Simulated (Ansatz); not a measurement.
# CaO (CsCl type): a single-point run

The task is a single-point run on CaO (CsCl type). The structure is shown as the input types it.

Program: Ansatz 0.2.0. Level of theory: DFT r2SCAN, scalar-relativistic, plane waves, PAW. These are calculated values, not measurements.

1 further run of the same task is left out (it didn't finish). Runs told in other sessions of the task aren't counted.

## 1. Starting point

The structure is cubic, space group Pm-3m (No. 221). The conventional cell has a = 2.903 Å, b = 2.903 Å, c = 2.903 Å, α = 90.00°, β = 90.00°, γ = 90.00°. Around Ca (site symmetry m-3m) lie 8 O at 2.51 Å. O (site symmetry m-3m) is surrounded by 8 Ca at 2.51 Å.

Structure file:

```xyz
2
Lattice="2.9029 0.0000 0.0000 0.0000 2.9029 0.0000 0.0000 0.0000 2.9029" Properties=species:S:1:pos:R:3 pbc="T T T"
Ca    0.0000    0.0000    0.0000
O     1.4515    1.4515    1.4515
```

## 2. The calculation

Contents of input.yaml:

```yaml
crystal:
  lattice:
    - [2.9029088165, 0.0, 0.0]
    - [0.0, 2.9029088165, 0.0]
    - [0.0, 0.0, 2.9029088165]
  atoms:
    - { symbol: Ca, position: [0.0, 0.0, 0.0] }
    - { symbol: O, position: [0.5, 0.5, 0.5] }
basis:
  ecutwfc: 500
  ecutrho_ratio: 4
kpoints:
  mp_grid: { grid: [8, 8, 8] }
hamiltonian:
  xc: r2scan
scf:
  occupations: { method: fermi_dirac, width: 5.0 }
  max_iter: 100
output:
  forces: true
  stress: true
```

Launch:

```
$ ansatz run input.yaml --threads 2 --pin off --max-ram 2662MiB --backend cpu --events-out ev --progress --plain --runs-dir out
```

**Question.** How will this run end, and is anything wrong with its input?

This run ends as converged. It gives a pressure of 88 GPa, which is large; a structure far from rest gives such values too, whatever the setting.

In the input, scf.occupations.method is fermi_dirac; scf.occupations.width is 5.0. The width is far wider than usual, so occupations near the Fermi level are blurred and the entropy term grows. A Fermi-Dirac width of 5 eV is an electron temperature of 58000 K.

The test: set scf.occupations.method to gaussian and scf.occupations.width to 0.05.
